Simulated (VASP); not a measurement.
# TiC (I4/mmm) in VASP: further runs, part 2 of 2

VASP 6.6.1.

## Step 3: Single point, PBEsol (strain -0.0500 x Voigt [0, 0, 1, 0, 0, 0], atoms carried along)

The input, INCAR:

```
SYSTEM = TiC
ALGO = Fast
EDIFF = 1E-6
ENCUT = 520
GGA = PS
ISIF = 2
ISMEAR = 0
LASPH = .True.
LCHARG = .False.
LREAL = .False.
LWAVE = .False.
NBANDS = 15
NELM = 100
PREC = Accurate
SIGMA = 0.15
```

The input, KPOINTS:

```
k-points
0
Gamma
  18 18 18
  0 0 0
```

The input, POSCAR:

```
TiC
1.0
    0.0000000000      2.1640000000      2.0558000000
    2.1640000000      0.0000000000      2.0558000000
    2.1640000000      2.1640000000      0.0000000000
Ti C
1 1
Direct
    0.0000000000      0.0000000000      0.0000000000
    0.5000000000      0.5000000000      0.5000000000
```

Potentials or basis: VASP PAW PBE potentials, release 64 (Ti_sv, C).

Launch:

```bash
$ cat potpaw_PBE.64/Ti_sv/POTCAR potpaw_PBE.64/C/POTCAR > POTCAR
$ mpirun -np 1 vasp_std > vasp.out
```

OUTCAR:

```text
SYSTEM = TiC
   EDIFF = 1E-6
   ENCUT = 520
   GGA = PS
   ISIF = 2
   ISMEAR = 0
   LASPH = .True.
   LREAL = .False.
   NELM = 100
   PREC = Accurate

 ion  position               nearest neighbor table
   1  0.000  0.000  0.000-   2 2.06   2 2.06   2 2.16   2 2.16   2 2.16   2 2.16
   2  0.500  0.500  0.500-   1 2.06   1 2.06   1 2.16   1 2.16   1 2.16   1 2.16

  LATTYP: Found a body centered tetragonal cell.
 ALAT       =     3.0603581490
 C/A-ratio  =     1.3435028843

  Lattice vectors:

[... 622 lines left out ...]
------------------------ aborting loop because EDIFF is reached ----------------------------------------

  FORCE on cell =-STRESS in cart. coord.  units (eV):
  Direction    XX          YY          ZZ          XY          YZ          ZX
  --------------------------------------------------------------------------------------
  -------------------------------------------------------------------------------------
  Total        0.0320888      0.0320888      3.2847198      0.0000000     -0.0000000      0.0000000
  in kB        2.6701648      2.6701648    273.3276364      0.0000000     -0.0000000      0.0000000
  external PRESSURE =      92.8893220 kB  Pullay stress =       0.0000000 kB

 VOLUME and BASIS-vectors are now :
 -----------------------------------------------------------------------------
  energy-cutoff  :      520.00
  volume of cell :       19.25
      direct lattice vectors                 reciprocal lattice vectors
     0.000000000  2.164000000  2.055800000    -0.231053604  0.231053604  0.243214320
     2.164000000  0.000000000  2.055800000     0.231053604 -0.231053604  0.243214320
     2.164000000  2.164000000  0.000000000     0.231053604  0.231053604 -0.243214320

 POSITION                                       TOTAL-FORCE (eV/Angst)
 -----------------------------------------------------------------------------------
      0.00000      0.00000      0.00000        -0.000000      0.000000      0.000000
      2.16400      2.16400      2.05580         0.000000     -0.000000     -0.000000
 -----------------------------------------------------------------------------------
    total drift:                                0.000000     -0.000000     -0.000000

  FREE ENERGIE OF THE ION-ELECTRON SYSTEM (eV)
  ---------------------------------------------------
  free  energy   TOTEN  =       -19.7362348537 eV

  energy  without entropy=      -19.7330531091  energy(sigma->0) =      -19.73464398
```

stdout:

```text
POSCAR found type information on POSCAR TiC
 POSCAR found :  2 types and       2 ions
 scaLAPACK will be used
 -----------------------------------------------------------------------------
|                                                                             |
|                                                                             |
|     You enforced a specific xc type in the INCAR file but a different       |
|     I HOPE YOU KNOW WHAT YOU ARE DOING!                                     |
|                                                                             |
 -----------------------------------------------------------------------------

 LDA part: xc-table for (Slater+PW92), standard interpolation
 POSCAR, INCAR and KPOINTS ok, starting setup
 FFT: planning ... GRIDC
 FFT: planning ... GRID_SOFT
 FFT: planning ... GRID
 WAVECAR not read
 entering main loop
WARNING in EDDRMM: call to ZHEGV failed, returncode =   6  3     13
WARNING in EDDRMM: call to ZHEGV failed, returncode =   6  3     13
WARNING in EDDRMM: call to ZHEGV failed, returncode =   6  3     15
WARNING in EDDRMM: call to ZHEGV failed, returncode =   6  3      8
WARNING in EDDRMM: call to ZHEGV failed, returncode =   6  3      6
WARNING in EDDRMM: call to ZHEGV failed, returncode =   6  3      8
```

Wall time 2 min (1 thread of Intel Xeon Platinum 8488C (Sapphire Rapids), shared host); peak memory 0.25 GiB.

What came out:

```yaml
Free_energy: -19.7362 eV
Pressure: 9.3 GPa
Band_gap_on_the_k_mesh: none (metal or under the smearing width)
```

Stress tensor (GPa, compression positive):
```
 0.27  0.00  0.00
 0.00  0.27  0.00
 0.00  0.00 27.33
```

Levels at points of the mesh, in eV from the Fermi level:
| k point | band 4 | band 5 | band 6 | band 7 | band 8 | band 9 | band 10 | band 11 | band 12 | band 13 |
| --- | --- | --- | --- | --- | --- | --- | --- | --- | --- | --- |
| (0.00, 0.00, 0.00) | -32.24 | -12.62 | 0.55 | 0.55 | 0.96 | 1.63 | 1.69 | 1.69 | 1.93 | 1.97 |
| (0.50, 0.00, 0.00) | -32.29 | -8.81 | -6.13 | -3.15 | -3.06 | 3.01 | 3.27 | 4.46 | 8.36 | 8.41 |
| (0.50, 0.50, 0.00) | -32.53 | -10.24 | -3.05 | -1.91 | -0.25 | -0.25 | 2.97 | 3.80 | 3.80 | 6.74 |
| (0.50, 0.00, 0.50) | -32.45 | -10.33 | -3.67 | -1.80 | 0.12 | 0.22 | 2.89 | 3.62 | 3.93 | 6.25 |

Caveat: the PAW data sets were made with another functional, which shifts forces and pressure a little.

## Step 4: Single point, PBEsol (strain -0.1000 x Voigt [0, 0, 1, 0, 0, 0], atoms carried along)

The input, INCAR:

```
SYSTEM = TiC
PREC     = Accurate       ! precision mode
ENCUT    = 520            ! plane-wave cutoff, eV
EDIFF    = 1E-7           ! SCF threshold, eV
ISMEAR   = 0              ! smearing method
SIGMA    = 0.15           ! smearing width, eV
LREAL    = .False.        ! projectors in reciprocal space
LASPH    = .True.         ! aspherical terms in the spheres
NELM     = 100            ! most SCF steps
ALGO     = Fast           ! electronic algorithm
ISIF     = 2              ! what is computed and relaxed
LWAVE    = .False.        ! write WAVECAR
LCHARG   = .True.         ! write CHGCAR
GGA      = PS             ! functional
LELF     = .True.         ! ELF
LVHAR    = .True.       
NBANDS   = 15             ! bands
```

The input, KPOINTS:

```
regular mesh
0
Gamma
  18 18 18
  0 0 0
```

The input, POSCAR:

```
TiC
1.0
    0.0000000000      2.1640000000      1.9476000000
    2.1640000000      0.0000000000      1.9476000000
    2.1640000000      2.1640000000      0.0000000000
Ti C
1 1
Direct
    0.0000000000      0.0000000000      0.0000000000
    0.5000000000      0.5000000000      0.5000000000
```

Launch:

```bash
$ cat potpaw_PBE.64/Ti_sv/POTCAR potpaw_PBE.64/C/POTCAR > POTCAR
$ mpirun -np 1 vasp_std > vasp.out
```

It took 2.3 min on 1 thread of Intel Xeon Platinum 8488C (Sapphire Rapids), shared host; peak memory 0.25 GiB.

The run converged. Its results:

```
Free energy            : -19.4037 eV
Pressure               : 32.2 GPa
Band gap on the k mesh : none (metal or under the smearing width)
```

Stress tensor (GPa, compression positive):
```
 7.39  0.00  0.00
 0.00  7.39  0.00
 0.00  0.00 81.80
```

Levels at points of the mesh, in eV from the Fermi level:
```
           k point  band 4  band 5  band 6  band 7  band 8  band 9  band 10  band 11  band 12  band 13
(0.00, 0.00, 0.00)  -32.06  -12.88    0.42    0.42    1.32    1.50     1.62     1.62     2.05     2.29
(0.50, 0.00, 0.00)  -32.07   -8.71   -6.40   -3.48   -3.31    3.09     3.70     4.94     8.55     8.59
(0.50, 0.50, 0.00)  -32.41  -10.48   -2.46   -2.18   -0.51   -0.51     3.26     4.07     4.07     7.76
(0.50, 0.00, 0.50)  -32.22  -10.63   -3.91   -1.92    0.23    0.63     2.96     3.72     4.31     6.71
```

Caveat: so large a pressure means that the cell lies far from this level's equilibrium, or that cutoff or potentials fall short; the potentials were made for another functional, which shifts forces and pressure.

## Step 5: The runs side by side

| cell | further INCAR settings | gap on the mesh (eV) | pressure (GPa) |
| --- | --- | --- | --- |
| strain -0.0750 x Voigt [0, 0, 1, 0, 0, 0], atoms carried along | ALGO = Fast; EDIFF = 1e-06; NBANDS = 15 | none | 19.6 |
| strain -0.0500 x Voigt [0, 0, 1, 0, 0, 0], atoms carried along | ALGO = Fast; EDIFF = 1e-06; NBANDS = 15 | none | 9.3 |
| strain -0.1000 x Voigt [0, 0, 1, 0, 0, 0], atoms carried along | ALGO = Fast; EDIFF = 1e-07; NBANDS = 15 | none | 32.2 |

Alike in all rows: task single point; level PBEsol; potentials or basis VASP PAW PBE potentials, release 64 (Ti_sv, C); no spin polarisation; k mesh 18 × 18 × 18; cutoff (eV) 520; smearing gaussian 0.15 eV.

Caveats: so large a pressure means that the cell lies far from this level's equilibrium, or that cutoff or potentials fall short (some runs); the potentials were made for another functional, which shifts forces and pressure (some runs); the PAW data sets were made with another functional, which shifts forces and pressure a little (some runs).

Absolute energies hang on the potentials; compare differences alone.
